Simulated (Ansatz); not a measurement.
# Si: one candidate of a structure search, part 2 of 2

Where does this trial cell of Si go when cell and atoms are let free?

Ansatz 0.2.0; DFT PBE, scalar-relativistic, plane waves, PAW. The steps go on from the part before.

## Step 4: Relaxation on the finer mesh

The end of the coarse run is made exact in the group found at a tolerance of 0.06 Å and reduced to its primitive cell.

File input.yaml:

```yaml
crystal:
  lattice:
    - [3.8400079332, 2.2170296139, 1.9368047371]
    - [-3.8400079332, 2.2170296139, 1.9368047371]
    - [0.0, -4.4340592278, 1.9368047371]
  atoms:
    - { symbol: Si, position: [0.2036370867, 0.2036370867, 0.2036370867] }
    - { symbol: Si, position: [0.7963629133, 0.7963629133, 0.7963629133] }
    - { symbol: Si, position: [0.5630014275, 0.4369985725, 0.0] }
    - { symbol: Si, position: [0.0, 0.5630014275, 0.4369985725] }
    - { symbol: Si, position: [0.4369985725, 0.0, 0.5630014275] }
basis:
  ecutwfc: 420
kpoints:
  mp_grid: { grid: [12, 12, 12] }
hamiltonian:
  xc: pbe
scf:
  occupations: { method: gaussian, width: 0.01 }
output:
  forces: true
  stress: true
  eigenvalues: true
relax:
  adjacent_minimum: "off"
  f_tol: 0.01
  max_steps: 80
  cell: { stress_tol: 0.05 }
```

The run is started by

```console
$ ansatz run input.yaml --threads 1 --pin off --max-ram 2560MiB --backend cpu --events-out ev --progress --plain --runs-dir out
```

What it wrote:

```text
Warning: RAYON_NUM_THREADS=1 ignored (pool sized by the plan → 1); use --threads N
Engine: ansatz 0.2.0, aarch64-unknown-linux-gnu
Pseudopotentials: kind: paw
Pseudopotential: Si, paw, valence charge 4, recommended cutoff 420 eV (normal), Si.paw.azcp
Functional definition: PBE
  parameter kappa = 0.804
  parameter beta = 0.06672455060314922
  exchange = pbe_x(kappa = kappa, mu = beta*pi^2/3)
  correlation = pbe_c(beta = beta)
Crystal: 5 atoms, lattice volume = 98.933 Å³
Basis set: ecut = 420 eV, 1903 PW (Γ), exchange–correlation on 72×72×72 points (8 copies of the dense FFT grid, shifted against one another)
Bands: 15, of which v1, the nominal top of the filled ones, is band 10 counted from 1 (9 counted from 0)
Symmetry: 6 space group operations
Space group: R32 (ITA 155), of the structure as read, at distance tolerance 4.6e-5 Å
k-points: 189 of 1728 (time reversal used)
Non-local potential: Si, projectors of the file, l = 0: 2, l = 1: 2, l = 2: 2
PAW form: soft (Blöchl's): semilocal exchange-correlation on the pseudo side does not see the compensation charge
PAW one-centre angular grid: Si, 110 points (default); XC on 64 Gauss nodes
Initial density: superposition of atomic densities (neutral atoms: chi_scale 0, normalization atom), corrected by the library's trained network
Initial wavefunctions: pseudopotential atomic-orbital guess
Functional: x = pbe(κ = 0.804, μ = 0.2195149727645171), c = pbe(β = 0.06672455060314922)
SCF iter   1: F=—  HF=-3177.487547 eV  |F-HF|=—  |Δ(HF+E_count)|=         —  Δρ=3.61e-3  dr2=1.33e-2  ethr=1.77e-3  ⟨swp⟩=7.3  Hψ=19901  notcnv=0
preconditioner: auto → none  [insulator: Δε(μ)=0.201 eV  Ē_g=7.494 eV  σ=0.010 eV  W_gap=1.00  n_scr=12 (ndim 8)  ℏωp=16.7 eV  f_vac=0.000  D(μ)=0.00/eV (n_scr^D=0)  ε∞_Penn≈6.0]
SCF iter   2: F=—  HF=-3177.486963 eV  |F-HF|=—  |Δ(HF+E_count)|=   5.84e-4  Δρ=1.67e-3  dr2=2.24e-3  ethr=6.63e-5  ⟨swp⟩=2.8  Hψ=6587  notcnv=0  defer=184
SCF iter   3: F=—  HF=-3177.487193 eV  |F-HF|=—  |Δ(HF+E_count)|=   2.30e-4  Δρ=5.12e-4  dr2=4.71e-4  ethr=1.12e-5  ⟨swp⟩=2.4  Hψ=4729  notcnv=0  defer=189
SCF iter   4: F=—  HF=-3177.487121 eV  |F-HF|=—  |Δ(HF+E_count)|=   7.24e-5  Δρ=1.01e-4  dr2=1.25e-5  ethr=2.35e-6  ⟨swp⟩=2.1  Hψ=3983  notcnv=0  defer=189
SCF iter   5: F=—  HF=-3177.487120 eV  |F-HF|=—  |Δ(HF+E_count)|=   5.42e-7  Δρ=3.48e-5  dr2=8.94e-7  ethr=6.23e-8  ⟨swp⟩=2.0  Hψ=4277  notcnv=0  defer=189
SCF iter   6: F=-3177.487121 eV  HF=-3177.487121 eV  |F-HF|=4.89e-8  |Δ(HF+E_count)|=   6.76e-7  Δρ=7.05e-6  dr2=3.21e-8  ethr=5.00e-10  ⟨swp⟩=9.1  Hψ=15290  notcnv=0
SCF 1 converged in 6 iterations: F = -3177.487121 eV  dr2 = 3.21e-8
relax step   1: F+E_penalty+E_count = -3177.48712117 eV  Δ(F+E_penalty+E_count) = +0.000e0 eV  max|allowed force component| = 2.885e-2 eV/Å  Δτ_max = 0.0000 Å  P = +0.052 GPa  Ω = 98.933 Å³  (6 SCF iters, dr2 threshold 1.00e-7 eV, accepted)
Crystal: 5 atoms, lattice volume = 98.961 Å³
Initial density: handed on by an earlier stage of this run
Initial wavefunctions: those handed on with the density
iter 1 solved again at ethr=8.22e-8 eV; its pass at ethr=3.10e-3 eV (dr2=1.64e-5 eV) is discarded
SCF iter   1: F=—  HF=-3177.487159 eV  |F-HF|=—  |Δ(HF+E_count)|=         —  Δρ=1.46e-4  dr2=1.94e-5  ethr=8.22e-8  ⟨swp⟩=2.3  Hψ=20848  notcnv=0
preconditioner: auto → none  [insulator: Δε(μ)=0.194 eV  Ē_g=7.488 eV  σ=0.010 eV  W_gap=1.00  n_scr=12 (ndim 8)  ℏωp=16.7 eV  f_vac=0.000  D(μ)=0.00/eV (n_scr^D=0)  ε∞_Penn≈6.0]
SCF iter   2: F=—  HF=-3177.487155 eV  |F-HF|=—  |Δ(HF+E_count)|=   4.16e-6  Δρ=6.58e-5  dr2=3.20e-6  ethr=8.22e-8  ⟨swp⟩=2.7  Hψ=4590  notcnv=0
SCF iter   3: F=—  HF=-3177.487155 eV  |F-HF|=—  |Δ(HF+E_count)|=   2.62e-7  Δρ=2.30e-5  dr2=7.82e-7  ethr=1.60e-8  ⟨swp⟩=2.9  Hψ=4940  notcnv=0
SCF iter   4: F=-3177.487155 eV  HF=-3177.487155 eV  |F-HF|=2.06e-9  |Δ(HF+E_count)|=   1.40e-7  Δρ=5.04e-6  dr2=2.15e-8  ethr=2.60e-10  ⟨swp⟩=3.7  Hψ=11744  notcnv=0
SCF 2 converged in 4 iterations: F = -3177.487155 eV  dr2 = 2.15e-8
relax step   2: F+E_penalty+E_count = -3177.48715476 eV  Δ(F+E_penalty+E_count) = -3.359e-5 eV  max|allowed force component| = 6.225e-3 eV/Å  Δτ_max = 0.0024 Å  P = +0.023 GPa  Ω = 98.961 Å³  energy of the carried Pulay correction = -3.561e-6 eV  (4 SCF iters, dr2 threshold 5.20e-8 eV, accepted)
Crystal: 5 atoms, lattice volume = 98.989 Å³
iter 1 solved again at ethr=1.91e-8 eV; its pass at ethr=3.10e-3 eV (dr2=3.81e-6 eV) is discarded
SCF iter   1: F=—  HF=-3177.487194 eV  |F-HF|=—  |Δ(HF+E_count)|=         —  Δρ=6.63e-5  dr2=4.87e-6  ethr=1.91e-8  ⟨swp⟩=2.3  Hψ=20141  notcnv=0
preconditioner: auto → none  [insulator: Δε(μ)=0.193 eV  Ē_g=7.487 eV  σ=0.010 eV  W_gap=1.00  n_scr=12 (ndim 8)  ℏωp=16.7 eV  f_vac=0.000  D(μ)=0.00/eV (n_scr^D=0)  ε∞_Penn≈6.0]
SCF iter   2: F=—  HF=-3177.487191 eV  |F-HF|=—  |Δ(HF+E_count)|=   2.75e-6  Δρ=2.72e-5  dr2=5.75e-7  ethr=1.91e-8  ⟨swp⟩=2.6  Hψ=4526  notcnv=0
SCF iter   3: F=—  HF=-3177.487191 eV  |F-HF|=—  |Δ(HF+E_count)|=   2.62e-8  Δρ=7.19e-6  dr2=4.99e-8  ethr=2.87e-9  ⟨swp⟩=2.1  Hψ=4722  notcnv=0
SCF iter   4: F=-3177.487191 eV  HF=-3177.487191 eV  |F-HF|=8.28e-10  |Δ(HF+E_count)|=   1.22e-9  Δρ=2.10e-6  dr2=4.03e-9  ethr=1.48e-10  ⟨swp⟩=4.0  Hψ=9201  notcnv=0
SCF 3 converged in 4 iterations: F = -3177.487191 eV  dr2 = 4.03e-9
relax step   3: F+E_penalty+E_count = -3177.48719080 eV  Δ(F+E_penalty+E_count) = -3.604e-5 eV  max|allowed force component| = 1.736e-3 eV/Å  Δτ_max = 0.0007 Å  P = +0.003 GPa  Ω = 98.989 Å³  energy of the carried Pulay correction = -7.119e-6 eV  (4 SCF iters, dr2 threshold 2.97e-8 eV, accepted)
Initial wavefunctions: pseudopotential atomic-orbital guess (no wavefunctions were taken with the density)
iter 1 solved again at ethr=1.24e-7 eV; its pass at ethr=3.10e-3 eV (dr2=2.48e-5 eV) is discarded
SCF iter   1: F=—  HF=-3177.487202 eV  |F-HF|=—  |Δ(HF+E_count)|=         —  Δρ=2.22e-6  dr2=3.92e-9  ethr=1.24e-7  ⟨swp⟩=3.0  Hψ=28613  notcnv=0
eigensolver tolerance schedule: the retry pair's looser diagonalisation over-reported the residual by 6327.75 of it (diagonalisation noise at 0.34 of the residual, at the tolerance the schedule requests for it); recorded, not acted on — ethr = c·dr2/N_el stays at c = 1.0e-1
SCF iter   2: F=—  HF=-3177.487198 eV  |F-HF|=—  |Δ(HF+E_count)|=   4.04e-6  Δρ=1.10e-6  dr2=7.97e-10  ethr=1.96e-11  ⟨swp⟩=3.3  Hψ=6313  notcnv=0
SCF iter   3: F=—  HF=-3177.487198 eV  |F-HF|=—  |Δ(HF+E_count)|=  2.61e-10  Δρ=5.14e-7  dr2=1.57e-10  ethr=3.98e-12  ⟨swp⟩=2.8  Hψ=4504  notcnv=0
SCF iter   4: F=-3177.487198 eV  HF=-3177.487198 eV  |F-HF|=2.73e-12  |Δ(HF+E_count)|=  1.01e-10  Δρ=7.24e-8  dr2=7.36e-12  ethr=1.00e-12  ⟨swp⟩=4.1  Hψ=9383  notcnv=0
SCF 4 converged in 4 iterations: F = -3177.487198 eV  dr2 = 7.36e-12
relax step   4: F+E_penalty+E_count = -3177.48719832 eV  Δ(F+E_penalty+E_count) = -7.523e-6 eV  max|allowed force component| = 1.724e-3 eV/Å  Δτ_max = 0.0000 Å  P = +0.003 GPa  Ω = 98.989 Å³  stress off target by 4.83e-3 GPa  SCF on the basis re-selected at this cell (its energy is not comparable with the rows above)  (4 SCF iters)
basis re-selected at this cell: Δ(F+E_penalty+E_count) = -7.523e-6 eV, ΔP = +0.000 GPa vs the last step (what re-selecting the basis moved, of the pressure what is left beyond the Pulay correction that the steps carried, after the strain that the cell walked since its last selection, with what the two solves' SCF thresholds leave and, on support functions, any second-order correction that the steps lacked; it is no measure of the basis error at this ecutwfc). This SCF's stress stands 4.83e-3 GPa from its target on what of the cell is left free (relax.cell.stress_tol is 5.00e-2 GPa) and its largest allowed force component is 1.72e-3 eV/Å (relax.f_tol is 1.00e-2 eV/Å): within both
SCF converged after 4 iterations
Free energy (F): -3177.487198 eV
Harris-Foulkes:  -3177.487198 eV  (|F-HF|=2.73e-12)
Internal energy: -3177.487198 eV  (E = F + TS)
E sigma→0 (E₀):  -3177.487198 eV
Fermi energy:    6.597636 eV
--- Per-component energies (eV) ---
  E_band       = 27.262402
  E_kinetic    = 199.688642
  E_local      = -130.486568  (includes V_loc(G=0)·N_el)
  E_nonlocal   = 129.069774
  E_hartree    = 36.661236
  E_xc         = -275.163720
  E_vxc        = -232.679545  (∫ρ·V_xc dr)
  E_paw        = -2563.116017  (= ΣΔE_a)
  E_vpaw       = -11.652414  (= ΣTr[D̂ρ^β])
  E_aug_tail   = 0.000032  (compensation charges beyond the density's cutoff)
  E_ewald      = -574.140578
  E_smearing   = -0.000000  (= −TS)
  E_closure    = 0.000000  (closes the sum)
  Σ components = -3177.487198   (vs F -3177.487198, Δ=0.00e0)
--- Forces (eV/Å), atoms counted from 1 ---
  atom   1  Si     0.00000000    -0.00000000     0.00172417
  atom   2  Si     0.00000000    -0.00000000    -0.00172417
  atom   3  Si     0.00154798     0.00000000     0.00000000
  atom   4  Si    -0.00077399     0.00134059     0.00000000
  atom   5  Si    -0.00077399    -0.00134059    -0.00000000
  max |Σ_I F_I| component: 1.39e-16 eV/Å
--- Stress (GPa, compression-positive) ---
        0.001520       0.000000       0.000000
        0.000000       0.001520      -0.000000
        0.000000      -0.000000       0.004831
  P = ⅓ Tr σ = 0.0026 GPa (0.026 kbar)
--- Band table (eV; the first three rows and the last of 189) ---
  k-point 0: bands = ["-5.7631", "-0.2249", "0.1518", "0.1518", "0.7962", "2.9955", "2.9955", "3.4641", "3.6784", "3.6784", "7.1155", "7.1155", "7.6708", "11.4683", "11.4683"]
  k-point 1: bands = ["-5.7152", "-0.6402", "-0.1873", "0.6238", "0.9298", "2.8616", "3.0214", "3.3902", "3.6948", "4.1588", "6.9433", "7.2578", "7.9425", "10.7075", "11.0487"]
  k-point 2: bands = ["-5.5718", "-1.3620", "-0.4286", "0.9579", "1.0605", "2.7806", "3.0470", "3.4507", "4.0862", "4.7142", "6.8332", "7.5539", "8.4253", "9.9597", "10.1953"]
  k-point 188: bands = ["-2.9204", "-2.6073", "-2.6073", "-1.8528", "1.4724", "1.4724", "3.3352", "3.3726", "6.4998", "6.4998", "8.3430", "9.5179", "9.5179", "11.2375", "11.4998"]
--- Relaxed structure (3 steps of the walk, 3 accepted, 1 SCFs on fresh bases) ---
  F+E_penalty+E_count = -3177.48719832 eV   max|allowed force component| = 1.724e-3 eV/Å   (the final SCF, on the basis selected at the relaxed cell)
  cell:  # Å, volume = 98.9889 Å³
    - [3.8419226017530392, 2.218135048327825, 1.9359700488958578]
    - [-3.8419226017530392, 2.218135048327825, 1.9359700488958578]
    - [1.2068881917060144e-33, -4.436270096655649, 1.9359700488958578]
  atoms:
    - { symbol: Si, position: [0.20392724558722183, 0.20392724558722183, 0.2039272455872218] }
    - { symbol: Si, position: [0.7960727544127782, 0.7960727544127782, 0.7960727544127781] }
    - { symbol: Si, position: [0.5629236807756421, 0.437076319224358, 5.551115123125783e-17] }
    - { symbol: Si, position: [1.1102230246251565e-16, 0.562923680775642, 0.437076319224358] }
    - { symbol: Si, position: [0.4370763192243581, 5.551115123125783e-17, 0.562923680775642] }
```

Wall time 2 min (1 thread of Arm Neoverse V1, shared host); peak memory 0.54 GiB.

Relaxation path:

```
step  E - E(step 1) (eV/cell)  largest force component (eV/Å)  pressure (GPa)  volume (Å³)
   1                   0.0000                          0.0288            0.05        98.93
   2                   0.0000                          0.0062            0.02        98.96
   3                  -0.0001                          0.0017            0.00        98.99
   4                  -0.0001                          0.0017            0.00        98.99
```

Step 1 is the start. Step 4 repeats the geometry before it on a plane-wave basis chosen anew for that cell, so its energy need not be comparable with the rows above.

Lengths and angles in the start's conventional setting:

|  | before | after | change |
| --- | --- | --- | --- |
| a (Å) | 7.680 | 7.684 | 0.0 % |
| b (Å) | 7.680 | 7.684 | 0.0 % |
| c (Å) | 5.810 | 5.808 | 0.0 % |
| volume (Å³/atom) | 19.79 | 19.80 | +0.1 % |
| shortest distance (Å) | 2.366 | 2.369 | +0.1 % |
| space group (0.01 Å) | R32 | R32 | same |

The run keeps the 6 symmetry operations of the start, so it could not have lowered the symmetry.

## Step 5: Variant: xc pbesol, mixing.algorithm anderson, mixing.beta 0.2, mixing.ndim 16, ecutwfc left out

File input.yaml:

```yaml
crystal:
  lattice:
    - [3.8419226018, 2.2181350483, 1.9359700489]
    - [-3.8419226018, 2.2181350483, 1.9359700489]
    - [0.0, -4.4362700967, 1.9359700489]
  atoms:
    - { symbol: Si, position: [0.2039272456, 0.2039272456, 0.2039272456] }
    - { symbol: Si, position: [0.7960727544, 0.7960727544, 0.7960727544] }
    - { symbol: Si, position: [0.5629236808, 0.4370763192, 0.0] }
    - { symbol: Si, position: [0.0, 0.5629236808, 0.4370763192] }
    - { symbol: Si, position: [0.4370763192, 0.0, 0.5629236808] }
kpoints:
  mp_grid: { grid: [12, 12, 12] }
hamiltonian:
  xc: pbesol
scf:
  occupations: { method: gaussian, width: 0.01 }
  mixing: { algorithm: anderson, beta: 0.2, ndim: 16 }
output:
  forces: true
  eigenvalues: true
  stress: true
```

The run is started by

```console
$ ansatz run input.yaml --threads 1 --pin off --max-ram 2560MiB --backend cpu --events-out ev --progress --plain --runs-dir out
```

What it wrote, cut to the lines that bear on the results:

```text
Warning: RAYON_NUM_THREADS=1 ignored (pool sized by the plan → 1); use --threads N
[...]
[... 2 set-up lines as earlier in the session ...]
Functional definition: PBEsol
[...]
Crystal: 5 atoms, lattice volume = 98.989 Å³
Basis set: ecut = 420 eV, 1903 PW (Γ), exchange–correlation on 72×72×72 points (8 copies of the dense FFT grid, shifted against one another)
Bands: 15, of which v1, the nominal top of the filled ones, is band 10 counted from 1 (9 counted from 0)
[... 2 set-up lines as earlier in the session ...]
k-points: 189 of 1728 (time reversal used)
[...]
SCF iter   1: F=—  HF=-3106.009262 eV  |F-HF|=—  |Δ(HF+E_count)|=         —  Δρ=3.19e-3  dr2=1.01e-2  ethr=1.77e-3  ⟨swp⟩=7.3  Hψ=19896  notcnv=0
[...]
Free energy (F): -3106.008418 eV
[...]
E sigma→0 (E₀):  -3106.008418 eV
Fermi energy:    6.505496 eV
[...]
--- Forces (eV/Å), atoms counted from 1 ---
  atom   1  Si    -0.00000000    -0.00000000     0.00878785
  atom   2  Si    -0.00000000     0.00000000    -0.00878785
  atom   3  Si    -0.00826252     0.00000000     0.00000000
  atom   4  Si     0.00413126    -0.00715555    -0.00000000
  atom   5  Si     0.00413126     0.00715555     0.00000000
[...]
--- Stress (GPa, compression-positive) ---
       -1.877671       0.000000       0.000000
        0.000000      -1.877671       0.000000
        0.000000       0.000000      -1.977333
  P = ⅓ Tr σ = -1.9109 GPa (-19.109 kbar)
--- Band table (eV; the first three rows and the last of 189) ---
  k-point 0: bands = ["-5.8340", "-0.2751", "0.0980", "0.0980", "0.7441", "2.9255", "2.9255", "3.3724", "3.5958", "3.5958", "6.9904", "6.9904", "7.5548", "11.3746"]
[...]
```

It took 28 s on 1 thread of Arm Neoverse V1, shared host; peak memory 0.5 GiB.

```csv
run,ending,energy change,pressure (GPa),gap (eV),force (eV/Å),cycles,time
step 4,converged,-,0.0,0.19,0.00,-,2 min
variant,converged,not comparable,-1.9,0.12,0.01,8,28 s
```

After a change of functional the difference of the totals has no physical meaning; the pressure goes from 0.0 to -1.9 GPa and the gap on the mesh goes from 0.19 to 0.12 eV. At this fixed cell a lower pressure means that this functional prefers a smaller volume than the reference.

## Step 6: Outcome

What follows sums up all 2 parts. Changes of volume or cell count from the first structure of part 1.

```
                              quantity                                                                       value
symmetry at the end (tolerance 0.02 Å)                                                   space group R32 (No. 155)
                     conventional cell  a = 7.684 Å, b = 7.684 Å, c = 5.808 Å, α = 90.00°, β = 90.00°, γ = 120.00°
                                volume                                                               19.80 Å³/atom
        energy over the standard state                                                               +0.31 eV/atom
                       gap on the mesh                                                                     0.19 eV
```

In words: The space group R32 (No. 155) is kept, and the volume per atom grows by 4.5 % from the first guess. It lies above the element's standard state, so it is metastable at best. No finished test with a distortion of lower symmetry is shown, so the end may be a saddle point.
